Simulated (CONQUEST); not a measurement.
Ti in CONQUEST: convergence with smearing width

Crystal: Ti.

```
Ti
1.0
     3.28200    0.00000    0.00000
     0.00000    3.28200    0.00000
     0.00000    0.00000    3.28200
Ti
2
Direct
  0.00263 0.01261 0.99745
  0.50190 0.49733 0.51416
```

This isn't the form of Ti at room conditions, which is hcp.

The cell isn't the ideal one: atoms moved at random.

```yaml
Program: CONQUEST 1.3
Task: convergence study
Functional: LDA
Potentials_or_basis: PseudoDojo NC LDA, DZP, grid cutoff 150 Ha
k_mesh: 4 × 4 × 4
Occupations: fermi-dirac, width 0.4 eV
Spin: no spin polarisation
```

These are the settings of the first run; the series varies smearing width, with any setting tied to it.

Hardware: 1 thread of AMD EPYC 7B13 (Zen 3), on a shared host.

```tsv
smearing width	energy less the tightest run, at zero smearing (meV/atom)	pressure (GPa)	largest force (eV/Å)	SCF cycles	CPU time (s)	peak memory (GiB)
0.4 eV	-118.52	-5.48	0.354	7	48	0.73
0.3 eV	-76.62	-6.77	0.326	7	48	0.73
0.2 eV	-38.43	-7.83	0.270	8	52	0.73
0.1 eV	-9.97	-8.69	0.134	8	52	0.73
0.05 eV	-2.63	-9.05	0.016	8	52	0.72
0.025 eV	-0.34	-9.19	0.063	9	55	0.73
0.01 eV	-0.11	-9.23	0.133	9	60	0.73
0.005 eV	0.00	-9.24	0.144	11	61	0.73
```

Against the tightest run, the energy stays within 1 meV/atom from 0.025 eV on; the pressure stays within 0.1 GPa from 0.025 eV on. Not settled before the last step: the largest force (to 0.005 eV/Å). Narrower smearing needs a denser k mesh, so at a fixed mesh the narrowest width isn't the most accurate. The tightest run that finished is the yardstick and may itself not be fully converged.

Caveat, for the tightest run too: the k mesh is coarse (spacing up to 0.48 Å⁻¹), so the values aren't converged; the basis of atomic orbitals isn't converged, which shifts pressures, moduli and gaps.
